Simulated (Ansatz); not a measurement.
Sb:

```xyz
1
Lattice="3.1600 0.0000 0.0000 0.0000 3.1600 0.0000 0.0000 0.0000 3.1600" Properties=species:S:1:pos:R:3 pbc="T T T"
Sb    0.0000    0.0000    0.0000
```

This isn't the form of Sb at room conditions, which is rhombohedral.

* Program: Ansatz 0.2.0
* Task: relaxation of cell and atoms
* Functional: PBEsol
* Potentials or basis: Ansatz PAW
* Cutoff: 420 eV (not typed: the program's choice for these potentials)
* k mesh: 8 × 8 × 8
* Occupations: fermi-dirac, width 0.05 eV
* Spin: no spin polarisation

At the start: volume 31.55 Å³/atom.

Q: Where does the relaxation end?

A: It ends after 5 steps and the volume is 28.89 Å³/atom (-8.4 %); space group Pm-3m (No. 221, to 0.05 Å).

Step by step:
```tsv
step	energy change (eV)	largest force (eV/Å)	volume (Å³)
1	0.0000	0.0000	31.55
2	-0.0345	0.0000	27.80
3	-0.0427	0.0000	29.06
4	-0.0430	0.0000	28.89
5	-0.0424	0.0000	28.89
```

Final structure:
```
Sb
1.0
     3.06846    0.00000    0.00000
     0.00000    3.06846    0.00000
     0.00000    0.00000    3.06846
Sb
1
Direct
  0.00000 0.00000 0.00000
```

Caveat: the plane-wave basis is chosen anew once the cell has moved, so the energies of steps on either side of that aren't comparable; the PAW data sets come from PBE, with cores solved anew for the run's functional, which leaves a small shift of forces and pressure.
